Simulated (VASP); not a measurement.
# Cs (Im-3m) in VASP: further runs

The runs below take Cs through single point, with PBE.

Program: VASP 6.6.1. These are calculated values, not measurements. Logs are shortened: lines on timing, memory, paths and dates and some standing lists are left out, and cuts for length are marked.

### Step 1. The crystal as given

It takes space group Im-3m (No. 229, cubic). Conventional cell: a = 6.257 Å, b = 6.257 Å, c = 6.257 Å, α = 90.00°, β = 90.00°, γ = 90.00°.

### Step 2. Single point, PBE

The input, INCAR:

```
ADDGRID  = False        
ALGO     = Normal         # electronic algorithm
EDIFF    = 1E-6           # SCF threshold, eV
ENCUT    = 250            # plane-wave cutoff, eV
GGA      = PE             # functional
ISIF     = 2              # what is computed and relaxed
ISMEAR   = 0              # smearing method
LASPH    = True           # aspherical terms in the spheres
LCHARG   = False          # write CHGCAR
LREAL    = False          # projectors in reciprocal space
LWAVE    = False          # write WAVECAR
NBANDS   = 10             # bands
NELM     = 100            # most SCF steps
PREC     = Accurate       # precision mode
SIGMA    = 0.15           # smearing width, eV
```

The input, KPOINTS:

```
k-points
0
Gamma
  6 6 6
```

The input, POSCAR:

```
Cs
1.0
   -3.1284650614      3.1284650614      3.1284650614
    3.1284650614     -3.1284650614      3.1284650614
    3.1284650614      3.1284650614     -3.1284650614
Cs
1
Direct
    0.0000000000      0.0000000000      0.0000000000
```

Potentials or basis: VASP PAW PBE potentials, release 64 (Cs_sv).

Command:

```console
$ cat potpaw_PBE.64/Cs_sv/POTCAR > POTCAR
$ mpirun -np 1 vasp_std > vasp.out
```

OUTCAR:

```text
EDIFF = 1E-6
   ENCUT = 250
   GGA = PE
   ISIF = 2
   ISMEAR = 0
   LASPH = True
   LREAL = False
   NELM = 100
   PREC = Accurate

 Found     16 irreducible k-points:

 Following reciprocal coordinates:
            Coordinates               Weight
  0.000000  0.000000  0.000000      1.000000
  0.166667  0.000000  0.000000     12.000000
  0.333333  0.000000  0.000000     12.000000
  0.500000  0.000000  0.000000      6.000000
  0.166667  0.166667  0.000000     24.000000
  0.333333  0.166667  0.000000     48.000000
   k-points           NKPTS =     16   k-points in BZ     NKDIM =     16   number of bands    NBANDS=     10
   number of dos      NEDOS =    301   number of ions     NIONS =      1
   total plane-waves  NPLWV =  21952
   dimension x,y,z NGX =    28 NGY =   28 NGZ =   28
   dimension x,y,z NGXF=    56 NGYF=   56 NGZF=   56
   ions per type =               1
   NGX,Y,Z   is equivalent  to a cutoff of   8.59,  8.59,  8.59 a.u.
   NGXF,Y,Z  is equivalent  to a cutoff of  17.18, 17.18, 17.18 a.u.
 SYSTEM =  unknown system
   PREC   = accura    normal or accurate (medium, high low for compatibility)
   ISTART =      0    job   : 0-new  1-cont  2-samecut
   ICHARG =      2    charge: 1-file 2-atom 10-const
   ISPIN  =      1    spin polarized calculation?
   LNONCOLLINEAR =      F non collinear calculations
   LSORBIT =      F    spin-orbit coupling
   LASPH  =      T    aspherical Exc in radial PAW
   ENCUT  =  250.0 eV  18.37 Ry    4.29 a.u.   6.99  6.99  6.99*2*pi/ulx,y,z
   NELM   =    100;   NELMIN=  2; NELMDL= -5     # of ELM steps
   EDIFF  = 0.1E-05   stopping-criterion for ELM
   LREAL  =      F    real-space projection
   EDIFFG = 0.1E-04   stopping-criterion for IOM
   NSW    =      0    number of steps for IOM
   IBRION =     -1    ionic relax: 0-MD 1-quasi-New 2-CG
   NFREE  =      0    steps in history (QN), initial steepest desc. (CG)
   ISIF   =      2    stress and relaxation
   ISYM   =      2    0-nonsym 1-usesym 2-fastsym
   POTIM  = 0.5000    time-step for ionic-motion
   TEBEG  =    0.0;   TEEND  =   0.0 temperature during run
   PSTRESS=    0.0 pullay stress
   NELECT =       9.0000    total number of electrons
   NUPDOWN=      -1.0000    fix difference up-down
   EMIN   =  10.00;   EMAX   =-10.00  energy-range for DOS
   EFERMI =   0.00;   METHOD = LEGACY
   ISMEAR =     0;   SIGMA  =   0.15  broadening in eV -4-tet -1-fermi 0-gaus
   EFERMI_NEDOS =   21; number of points for ismear=-14 and -15
   IALGO  =     38    algorithm
   IMIX   =      4    mixing-type and parameters
     AMIX     =   0.40;   BMIX     =  1.00
     AMIX_MAG =   1.60;   BMIX_MAG =  1.00
  volume/ion in A,a.u.               =     122.48       826.51
  Fermi-wavevector in a.u.,A,eV,Ry     =   0.685706  1.295796  6.397353  0.470192
  Thomas-Fermi vector in A             =   1.765724
   LORBIT       =      0    0 simple, 1 ext, 2 COOP (PROOUT), +10 PAW based schemes
   GGA     = PE    functional components
   LHFCALC =     F    Hartree Fock is set to
   AEXX    =    0.0000 exact exchange contribution
   IVDW    =     0    specifies the selected vdW correction
   LEPSILON=     F    determine dielectric tensor
   LRPA    =     F    only Hartree local field effects (RPA)
 non-spin polarized calculation
 Gauss-broadening in eV      SIGMA  =   0.15
  energy-cutoff  :      250.00
  volume of cell :      122.48
 maximum number of plane-waves:      1144
   NGX = 13   NGY = 13   NGZ = 13

 number of electron       8.9999986 magnetization

 Free energy of the ion-electron system (eV)
  ---------------------------------------------------
  ext. energy  EPLUGINS =         0.00000000
  ---------------------------------------------------
  free energy    TOTEN  =        -0.85040115 eV

  energy without entropy =       -0.82798019  energy(sigma->0) =       -0.83919067

 E-fermi :   0.3035     XC(G=0):  -5.2518

 val. band max:        0.1827581698   @ k =   0.1667   0.1667   0.1667
 cond. band min:       0.3249219715   @ k =   0.3333   0.1667   0.0000
 fundamental gap:      0.1421638017
 Fermi energy:         0.3034837749

 k-point     1 :       0.0000    0.0000    0.0000
  band No.  band energies     occupation
      1     -23.5860      2.00000
      2     -10.3431      2.00000
      3     -10.3431      2.00000
      4     -10.3431      2.00000
      5      -1.3125      2.00000
      6       2.7551      0.00000
      7       2.7551      0.00000
      8       2.7551      0.00000
      9       3.5702      0.00000
     10       3.5702      0.00000

 k-point     2 :       0.1667    0.0000    0.0000
  band No.  band energies     occupation
      1     -23.5850      2.00000
      2     -10.3713      2.00000
      3     -10.3524      2.00000
      4     -10.3431      2.00000
      5      -1.0297      2.00000
      6       2.4144      0.00000
      7       2.4863      0.00000
      8       3.0393      0.00000
      9       3.3577      0.00000
     10       3.5409      0.00000

 k-point     3 :       0.3333    0.0000    0.0000
  band No.  band energies     occupation
      1     -23.5826      2.00000
      2     -10.4264      2.00000
      3     -10.3710      2.00000
      4     -10.3431      2.00000
      5      -0.2906      2.00000
      6       1.6325      0.00000
      7       2.1014      0.00000
      8       3.4915      0.00000
      9       3.6716      0.00000
     10       3.8559      0.00000

 k-point     4 :       0.5000    0.0000    0.0000
  band No.  band energies     occupation
      1     -23.5814      2.00000
      2     -10.4532      2.00000
      3     -10.3802      2.00000
      4     -10.3431      2.00000
      5       0.3610      0.58746
      6       1.1125      0.00000
      7       1.9497      0.00000
      8       3.3864      0.00000
      9       3.9901      0.00000
     10       4.5037      0.00000

 k-point     5 :       0.1667    0.1667    0.0000
  band No.  band energies     occupation
      1     -23.5832      2.00000
      2     -10.4087      2.00000
      3     -10.3640      2.00000
      4     -10.3495      2.00000
      5      -0.5095      2.00000
      6       1.9124      0.00000
      7       2.1164      0.00000
      8       3.2641      0.00000
      9       3.5431      0.00000
     10       3.8346      0.00000

 k-point     6 :       0.3333    0.1667    0.0000
  band No.  band energies     occupation
      1     -23.5815      2.00000
      2     -10.4393      2.00000
      3     -10.3858      2.00000
      4     -10.3518      2.00000
      5       0.3249      0.83982
      6       1.3105      0.00000
      7       1.8228      0.00000
      8       3.3113      0.00000
      9       3.8126      0.00000
     10       4.2355      0.00000

 [... further k-points ...]
[... 5 lines left out ...]
  --------------------------------------------------------------------------------------
  -------------------------------------------------------------------------------------
  Total       -0.0785388     -0.0785388     -0.0785388      0.0000000      0.0000000      0.0000000
  in kB       -1.0274038     -1.0274038     -1.0274038      0.0000000      0.0000000      0.0000000
  external PRESSURE =      -1.0274038 kB  Pullay stress =       0.0000000 kB

 VOLUME and BASIS-vectors are now :
 -----------------------------------------------------------------------------
  energy-cutoff  :      250.00
  volume of cell :      122.48
      direct lattice vectors                 reciprocal lattice vectors
    -3.128465061  3.128465061  3.128465061     0.000000000  0.159822785  0.159822785
     3.128465061 -3.128465061  3.128465061     0.159822785  0.000000000  0.159822785
     3.128465061  3.128465061 -3.128465061     0.159822785  0.159822785  0.000000000

 POSITION                                       TOTAL-FORCE (eV/Angst)
 -----------------------------------------------------------------------------------
      0.00000      0.00000      0.00000         0.000000     -0.000000      0.000000
 -----------------------------------------------------------------------------------
    total drift:                               -0.000000     -0.000000     -0.000000

  FREE ENERGIE OF THE ION-ELECTRON SYSTEM (eV)
  ---------------------------------------------------
  free  energy   TOTEN  =        -0.8504011532 eV

  energy  without entropy=       -0.8279801853  energy(sigma->0) =       -0.83919067
```

Run time: 3.9 s. Hardware: 1 thread of Intel Xeon Platinum 8375C at 2.90GHz (Ice Lake), shared host; peak memory 0.14 GiB.

These settings aren't checked as converged: the numbers below hold their error.

What came out:

```
Free energy            : -0.8504 eV
Band gap on the k mesh : none (metal or under the smearing width)
```

Caveat: the cutoff is under 1.25 times the usual one of these potentials, so pressure, stress and relaxed cells hold a basis-set (Pulay) error.

### Step 3. Single point, PBE

INCAR, as its differences from that of step 2:

```diff
@@ -3,3 +3,3 @@
 EDIFF    = 1E-6           # SCF threshold, eV
-ENCUT    = 250            # plane-wave cutoff, eV
+ENCUT    = 400            # plane-wave cutoff, eV
 GGA      = PE             # functional
```

The input, KPOINTS:

```
k-points
0
Gamma
  5 5 5
```

POSCAR is that of step 2.

Potentials or basis: VASP PAW PBE potentials, release 64 (Cs_sv).

Command:

```console
$ cat potpaw_PBE.64/Cs_sv/POTCAR > POTCAR
$ mpirun -np 1 vasp_std > vasp.out
```

It took 5.1 s on 1 thread of Intel Xeon Platinum 8375C at 2.90GHz (Ice Lake), shared host; peak memory 0.19 GiB.

These settings aren't checked as converged: the numbers below hold their error.

What came out:

| Item | Value |
| --- | --- |
| Free energy | -0.8631 eV |
| Pressure | -0.1 GPa |
| Band gap on the k mesh | none (metal or under the smearing width) |

### Step 4. Single point, PBE

INCAR, as its differences from that of step 3:

```diff
@@ -3,3 +3,3 @@
 EDIFF    = 1E-6           # SCF threshold, eV
-ENCUT    = 400            # plane-wave cutoff, eV
+ENCUT    = 700            # plane-wave cutoff, eV
 GGA      = PE             # functional
```

The input, KPOINTS:

```
k-points
0
Gamma
  4 4 4
```

POSCAR is that of step 3.

Potentials or basis: VASP PAW PBE potentials, release 64 (Cs_sv).

Command:

```console
$ cat potpaw_PBE.64/Cs_sv/POTCAR > POTCAR
$ mpirun -np 1 vasp_std > vasp.out
```

OUTCAR:

```text
EDIFF = 1E-6
   ENCUT = 700
   GGA = PE
   ISIF = 2
   ISMEAR = 0
   LASPH = True
   LREAL = False
   NELM = 100
   PREC = Accurate

 Found      8 irreducible k-points:

 Following reciprocal coordinates:
            Coordinates               Weight
  0.000000  0.000000  0.000000      1.000000
  0.250000  0.000000  0.000000     12.000000
  0.500000  0.000000  0.000000      6.000000
  0.250000  0.250000  0.000000     24.000000
  0.250000  0.250000  0.250000      2.000000
 -0.250000  0.250000  0.250000      6.000000
   k-points           NKPTS =      8   k-points in BZ     NKDIM =      8   number of bands    NBANDS=     10
   number of dos      NEDOS =    301   number of ions     NIONS =      1
   total plane-waves  NPLWV = 110592
   dimension x,y,z NGX =    48 NGY =   48 NGZ =   48
   dimension x,y,z NGXF=    96 NGYF=   96 NGZF=   96
   ions per type =               1
   NGX,Y,Z   is equivalent  to a cutoff of  14.73, 14.73, 14.73 a.u.
   NGXF,Y,Z  is equivalent  to a cutoff of  29.45, 29.45, 29.45 a.u.
 SYSTEM =  unknown system
   PREC   = accura    normal or accurate (medium, high low for compatibility)
   ISTART =      0    job   : 0-new  1-cont  2-samecut
   ICHARG =      2    charge: 1-file 2-atom 10-const
   ISPIN  =      1    spin polarized calculation?
   LNONCOLLINEAR =      F non collinear calculations
   LSORBIT =      F    spin-orbit coupling
   LASPH  =      T    aspherical Exc in radial PAW
   ENCUT  =  700.0 eV  51.45 Ry    7.17 a.u.  11.69 11.69 11.69*2*pi/ulx,y,z
   NELM   =    100;   NELMIN=  2; NELMDL= -5     # of ELM steps
   EDIFF  = 0.1E-05   stopping-criterion for ELM
   LREAL  =      F    real-space projection
   EDIFFG = 0.1E-04   stopping-criterion for IOM
   NSW    =      0    number of steps for IOM
   IBRION =     -1    ionic relax: 0-MD 1-quasi-New 2-CG
   NFREE  =      0    steps in history (QN), initial steepest desc. (CG)
   ISIF   =      2    stress and relaxation
   ISYM   =      2    0-nonsym 1-usesym 2-fastsym
   POTIM  = 0.5000    time-step for ionic-motion
   TEBEG  =    0.0;   TEEND  =   0.0 temperature during run
   PSTRESS=    0.0 pullay stress
   NELECT =       9.0000    total number of electrons
   NUPDOWN=      -1.0000    fix difference up-down
   EMIN   =  10.00;   EMAX   =-10.00  energy-range for DOS
   EFERMI =   0.00;   METHOD = LEGACY
   ISMEAR =     0;   SIGMA  =   0.15  broadening in eV -4-tet -1-fermi 0-gaus
   EFERMI_NEDOS =   21; number of points for ismear=-14 and -15
   IALGO  =     38    algorithm
   IMIX   =      4    mixing-type and parameters
     AMIX     =   0.40;   BMIX     =  1.00
     AMIX_MAG =   1.60;   BMIX_MAG =  1.00
  volume/ion in A,a.u.               =     122.48       826.51
  Fermi-wavevector in a.u.,A,eV,Ry     =   0.685706  1.295796  6.397353  0.470192
  Thomas-Fermi vector in A             =   1.765724
   LORBIT       =      0    0 simple, 1 ext, 2 COOP (PROOUT), +10 PAW based schemes
   GGA     = PE    functional components
   LHFCALC =     F    Hartree Fock is set to
   AEXX    =    0.0000 exact exchange contribution
   IVDW    =     0    specifies the selected vdW correction
   LEPSILON=     F    determine dielectric tensor
   LRPA    =     F    only Hartree local field effects (RPA)
 non-spin polarized calculation
 Gauss-broadening in eV      SIGMA  =   0.15
  energy-cutoff  :      700.00
  volume of cell :      122.48
 maximum number of plane-waves:      5233
 NGX is ok and might be reduce to    48
   NGX = 23   NGY = 23   NGZ = 23

 number of electron       9.0000000 magnetization

 Free energy of the ion-electron system (eV)
  ---------------------------------------------------
  ext. energy  EPLUGINS =         0.00000000
  ---------------------------------------------------
  free energy    TOTEN  =        -0.82134040 eV

  energy without entropy =       -0.78280170  energy(sigma->0) =       -0.80207105

 E-fermi :   0.3062     XC(G=0):  -5.2505

 val. band max:       -0.1458230144   @ k =  -0.2500   0.2500   0.2500
 cond. band min:       0.3150980325   @ k =   0.2500   0.2500   0.0000
 fundamental gap:      0.4609210469
 Fermi energy:         0.3062392758

 k-point     1 :       0.0000    0.0000    0.0000
  band No.  band energies     occupation
      1     -23.5894      2.00000
      2     -10.3411      2.00000
      3     -10.3411      2.00000
      4     -10.3411      2.00000
      5      -1.3118      2.00000
      6       2.7568      0.00000
      7       2.7568      0.00000
      8       2.7568      0.00000
      9       3.5713      0.00000
     10       3.5713      0.00000
[... 53 lines left out ...]
 k-point     6 :      -0.2500    0.2500    0.2500
  band No.  band energies     occupation
      1     -23.5847      2.00000
      2     -10.3986      2.00000
      3     -10.3797      2.00000
      4     -10.3797      2.00000
      5      -0.1458      1.99998
      6       1.8539      0.00000
      7       2.4944      0.00000
      8       2.4944      0.00000
      9       3.4613      0.00000
     10       3.5905      0.00000

 [... further k-points ...]
[... 5 lines left out ...]
  --------------------------------------------------------------------------------------
  -------------------------------------------------------------------------------------
  Total       -0.0396072     -0.0396072     -0.0396072     -0.0000000      0.0000000     -0.0000000
  in kB       -0.5181204     -0.5181204     -0.5181204     -0.0000000      0.0000000     -0.0000000
  external PRESSURE =      -0.5181204 kB  Pullay stress =       0.0000000 kB

 VOLUME and BASIS-vectors are now :
 -----------------------------------------------------------------------------
  energy-cutoff  :      700.00
  volume of cell :      122.48
      direct lattice vectors                 reciprocal lattice vectors
    -3.128465061  3.128465061  3.128465061     0.000000000  0.159822785  0.159822785
     3.128465061 -3.128465061  3.128465061     0.159822785  0.000000000  0.159822785
     3.128465061  3.128465061 -3.128465061     0.159822785  0.159822785  0.000000000

 POSITION                                       TOTAL-FORCE (eV/Angst)
 -----------------------------------------------------------------------------------
      0.00000      0.00000      0.00000         0.000000     -0.000000      0.000000
 -----------------------------------------------------------------------------------
    total drift:                               -0.000000      0.000000      0.000000

  FREE ENERGIE OF THE ION-ELECTRON SYSTEM (eV)
  ---------------------------------------------------
  free  energy   TOTEN  =        -0.8213404037 eV

  energy  without entropy=       -0.7828017014  energy(sigma->0) =       -0.80207105
```

OSZICAR:

```text
N       E                     dE             d eps       ncg     rms          rms(c)
DAV:   1     0.530062336296E+02    0.53006E+02   -0.35276E+03   160   0.785E+02
DAV:   2     0.487363268604E+01   -0.48133E+02   -0.47121E+02   208   0.118E+02
DAV:   3    -0.739250741422E+00   -0.56129E+01   -0.56001E+01   188   0.441E+01
DAV:   4    -0.818984012701E+00   -0.79733E-01   -0.79722E-01   200   0.630E+00
DAV:   5    -0.819182494561E+00   -0.19848E-03   -0.19848E-03   206   0.288E-01    0.128E-01
DAV:   6    -0.820037241204E+00   -0.85475E-03   -0.12334E-03   206   0.172E-01    0.897E-02
DAV:   7    -0.821252889528E+00   -0.12156E-02   -0.33795E-03   188   0.299E-01    0.340E-02
DAV:   8    -0.821339237126E+00   -0.86348E-04   -0.11620E-04   180   0.710E-02    0.438E-03
DAV:   9    -0.821340943724E+00   -0.17066E-05   -0.46189E-06   230   0.114E-02    0.285E-03
DAV:  10    -0.821340403715E+00    0.54001E-06   -0.81103E-07   172   0.452E-03
   1 F= -.82134040E+00 E0= -.80207105E+00  d E =-.385387E-01
```

Wall time 12 s (1 thread of Intel Xeon Platinum 8375C at 2.90GHz (Ice Lake), shared host); peak memory 0.3 GiB.

The run converged, but some of its settings lie outside the range that counts as converged, so its numbers aren't taken as properties of the crystal.

Results:

```yaml
Free_energy: -0.8213 eV
Pressure: -0.1 GPa
Band_gap_on_the_k_mesh: none (metal or under the smearing width)
```

### Step 5. Single point, PBE

INCAR, as its differences from that of step 4:

```diff
@@ -3,3 +3,3 @@
 EDIFF    = 1E-6           # SCF threshold, eV
-ENCUT    = 700            # plane-wave cutoff, eV
+ENCUT    = 450            # plane-wave cutoff, eV
 GGA      = PE             # functional
```

The input, KPOINTS:

```
k-points
0
Gamma
  5 5 5
```

POSCAR is that of step 4.

Command:

```console
$ cat potpaw_PBE.64/Cs_sv/POTCAR > POTCAR
$ mpirun -np 1 vasp_std > vasp.out
```

Run time: 8.1 s. Hardware: 1 thread of Intel Xeon Platinum 8375C at 2.90GHz (Ice Lake), shared host; peak memory 0.22 GiB.

These settings aren't checked as converged: the numbers below hold their error.

Results:

| Property | Result |
| --- | --- |
| Free energy | -0.8632 eV |
| Pressure | -0.1 GPa |
| Band gap on the k mesh | none (metal or under the smearing width) |

### Step 6. The reference run

An earlier run on the cell as given: functional PBE; potentials or basis VASP PAW PBE potentials, release 64 (Cs_sv); cutoff 520 eV; k mesh 6 × 6 × 6; occupations fermi-dirac, width 0.05 eV; no spin polarisation.

* Pressure: -0.1 GPa
* Band gap on the k mesh: none (metal or under the smearing width)
